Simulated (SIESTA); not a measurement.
Crystal: HgSe.

```
CELL_PARAMETERS angstrom
0.00000 3.03900 3.03900
3.03900 0.00000 3.03900
3.03900 3.03900 0.00000
ATOMIC_POSITIONS crystal
Hg 0.00000 0.00000 0.00000
Se 0.75000 0.75000 0.75000
```

Base run:

| Property | Result |
| --- | --- |
| Program | SIESTA 5.4.2 |
| Functional | PBE |
| Potentials or basis | PseudoDojo 0.4 stringent (PBE files) |
| Basis | DZP (energy shift 0.003 Ry; two zetas on semicore shells) |
| Grid cutoff | 800 Ry |
| Energy shift | 0.003 Ry |
| k mesh | 8 × 8 × 8 |
| Occupations | fermi-dirac, width 0.05 eV |
| Spin | no spin polarisation |

Its results: band gap on the k mesh none (metal or under the smearing width); pressure 3.8 GPa.

**Question.** The run is repeated on the same cell with these changes: potentials or basis from PseudoDojo 0.4 stringent (PBE files) to PseudoDojo 0.4 standard (PBE files); valence electrons from 44 to 36. What comes out?

**Answer.** Band gap on the k mesh none (metal or under the smearing width); pressure 5.7 GPa.

Caveats: short orbitals over semicore shells can move pressures by several GPa; the valence orbitals were made in a potential fitted to the semicore shell under them, which widens gaps by tenths of an eV or more; the basis of atomic orbitals isn't converged, which shifts pressures, moduli and gaps.
